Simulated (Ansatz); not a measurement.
# BaS: do energies and stresses tell the same story?

These are results of DFT PBE, scalar-relativistic, plane waves, PAW in Ansatz 0.2.0, not measurements.

Settings: cutoff 420 eV, Γ-centred mesh 8×8×8 on the computed 2-atom cell, Gaussian smearing of 0.02 eV; no spin polarisation.

Relaxed cell: Fm-3m, a = 6.429 Å, b = 6.429 Å, c = 6.429 Å, α = 90.00°, β = 90.00°, γ = 90.00°, 2 atoms in the primitive cell.

Energies at zero smearing and pressures from the stress tensor, at volumes with shape and atoms relaxed:
| V (Å³/atom) | E − E(first) (meV/atom) | P (GPa) |
| --- | --- | --- |
| 29.227 | 0.00 | 7.08 |
| 30.223 | -36.91 | 4.85 |
| 31.219 | -61.01 | 2.96 |
| 32.216 | -74.27 | 1.35 |
| 33.212 | -78.34 | -0.01 |
| 34.208 | -74.61 | -1.16 |
| 35.205 | -64.26 | -2.14 |
| 36.533 | -41.86 | -3.22 |

**Question.** Check P = −dE/dV between neighbouring volumes, and get the bulk modulus from the pressures alone.

**Answer.** With 1 eV/Å³ = 160.2 GPa:
```json
{"middle V (Å³/atom)": "29.725", "−ΔE/ΔV (GPa)": "5.935", "mean P (GPa)": "5.967"}
{"middle V (Å³/atom)": "30.721", "−ΔE/ΔV (GPa)": "3.876", "mean P (GPa)": "3.902"}
{"middle V (Å³/atom)": "31.718", "−ΔE/ΔV (GPa)": "2.132", "mean P (GPa)": "2.154"}
{"middle V (Å³/atom)": "32.714", "−ΔE/ΔV (GPa)": "0.654", "mean P (GPa)": "0.673"}
{"middle V (Å³/atom)": "33.710", "−ΔE/ΔV (GPa)": "-0.600", "mean P (GPa)": "-0.584"}
{"middle V (Å³/atom)": "34.707", "−ΔE/ΔV (GPa)": "-1.665", "mean P (GPa)": "-1.651"}
{"middle V (Å³/atom)": "35.869", "−ΔE/ΔV (GPa)": "-2.701", "mean P (GPa)": "-2.681"}
```

The two differ by 0.03 GPa at most. The mean of two end pressures misses the average over a step by about ΔV² P″/12, up to 0.03 GPa here; with that taken off 0.00 GPa remains. Around V = 33.212 Å³/atom, the two neighbours give B = −V ΔP/ΔV = 33.212 × 2.51 / 1.993 = 41.9 GPa, against B0 = 41.7 GPa from the Birch–Murnaghan fit of the energies.